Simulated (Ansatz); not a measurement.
# SiC: strain energy, fitted

SiC, P6_3mc, a = 3.092 Å, c = 5.074 Å. The compound has several low-lying forms, and this is one of them. Ansatz: PBE, PAW, 420 eV, Γ-centred 12×12×6 mesh on 4 atoms, Gaussian smearing 0.02 eV; no spin polarisation. Series: strain along c alone, the other axes held, atoms relaxed; x is the strain in per cent. y is the free energy over the unstrained cell, V0 = 10.503 Å³/atom.

| x (%) | y (meV/atom) |
| --- | --- |
| -6.0 | 67.17 |
| -4.0 | ? |
| -2.0 | 7.15 |
| 0.0 | 0.00 |
| 2.0 | 6.75 |
| 4.0 | 26.13 |
| 6.0 | 56.71 |

**Question.** Fit y = c2 x² + c3 x³ to the other rows, turn c2 into a modulus, and predict the missing energy.

**Answer.** Least squares on the rows shown. y = 1.7216 x² − 0.024126 x³. In eV per unit strain² c2 is 17.22; this is C33 with relaxed ions (E = ½ C33 V0 ε²): 2 × 17.22 × 160.2 / (10.503) = 525 GPa. At x = -4.0 the fit asked for gives 29.09 meV/atom. The run gave 29.28 meV/atom, so the fit is 0.19 meV/atom too low, 0.28 % of the span of the series, against an rms of 0.08 meV/atom on the fitted rows. With a term in x⁴ added, a fit to the same known rows predicts 29.23 meV/atom, so most of the miss is curvature that the known rows already hold.